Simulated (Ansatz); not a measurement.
# Deforming Se

```
Se
1.0
     4.36620    0.00000    0.00000
    -2.18310    3.78124    0.00000
     0.00000    0.00000    4.95360
Se
3
Direct
  0.22540 0.00000 0.33333
  0.00000 0.22540 0.66667
  0.77460 0.77460 0.00000
```

Atom numbers follow the list: Se1, Se2, Se3.

The cell is COD entry 9012501, as deposited and not checked against the literature; nothing was relaxed.

Computed with DFT, PBEsol, all-electron PAW with datasets made for the crystal, scalar-relativistic (Ansatz 0.2.0).

Sampling and basis: a Γ-centred 6×6×5 k mesh, Fermi–Dirac smearing of 0.03 eV, cutoff 200 eV (chosen by the program for this cell), no spin polarisation.

The unchanged cell is at 0.16 GPa.

Semilocal functionals give too small gaps.

x, y and z are the Cartesian axes of the cell as listed; fractional coordinates follow a strain, and an engineering shear is twice the off-diagonal strain component.

Q: One change gave: energy change +13 meV/atom; stress change (xx, yy, zz, yz, xz, xy) 0.93, -0.46, 0.40, 1.55, 2.32, 1.15 GPa, compression positive; change of the force on Se3 (-0.317, -0.035, -0.587) eV/Å; gap on the k mesh 1.24 → 1.03 eV. Which change was it?
A. equal xy, yz and zx engineering shear strains of -3 %
B. equal xy, yz and zx engineering shear strains of -1 %
C. equal xy, yz and zx engineering shear strains of -2 %
D. equal xy, yz and zx engineering shear strains of +3 %
E. equal xy, yz and zx engineering shear strains of +2 %
F. equal xy, yz and zx engineering shear strains of +1 %

A: A. For equal xy, yz and zx engineering shear strains of -2 %: energy change +6 meV/atom; stress change (xx, yy, zz, yz, xz, xy) 0.55, -0.35, 0.18, 1.02, 1.50, 0.75 GPa, compression positive; change of the force on Se3 (-0.202, -0.017, -0.382) eV/Å; gap on the k mesh 1.24 → 1.11 eV. For equal xy, yz and zx engineering shear strains of +1 %: energy change +1 meV/atom; stress change (xx, yy, zz, yz, xz, xy) -0.18, 0.23, 0.04, -0.48, -0.68, -0.34 GPa, compression positive; change of the force on Se3 (0.089, -0.003, 0.179) eV/Å; gap on the k mesh 1.24 → 1.18 eV. For equal xy, yz and zx engineering shear strains of +3 %: energy change +11 meV/atom; stress change (xx, yy, zz, yz, xz, xy) -0.39, 0.82, 0.37, -1.40, -1.93, -0.97 GPa, compression positive; change of the force on Se3 (0.243, -0.032, 0.518) eV/Å; gap on the k mesh 1.24 → 0.98 eV. For equal xy, yz and zx engineering shear strains of -1 %: energy change +1 meV/atom; stress change (xx, yy, zz, yz, xz, xy) 0.24, -0.19, 0.04, 0.50, 0.73, 0.36 GPa, compression positive; change of the force on Se3 (-0.097, -0.005, -0.187) eV/Å; gap on the k mesh 1.24 → 1.19 eV. For equal xy, yz and zx engineering shear strains of +2 %: energy change +5 meV/atom; stress change (xx, yy, zz, yz, xz, xy) -0.31, 0.51, 0.17, -0.95, -1.33, -0.67 GPa, compression positive; change of the force on Se3 (0.170, -0.013, 0.351) eV/Å; gap on the k mesh 1.24 → 1.09 eV.
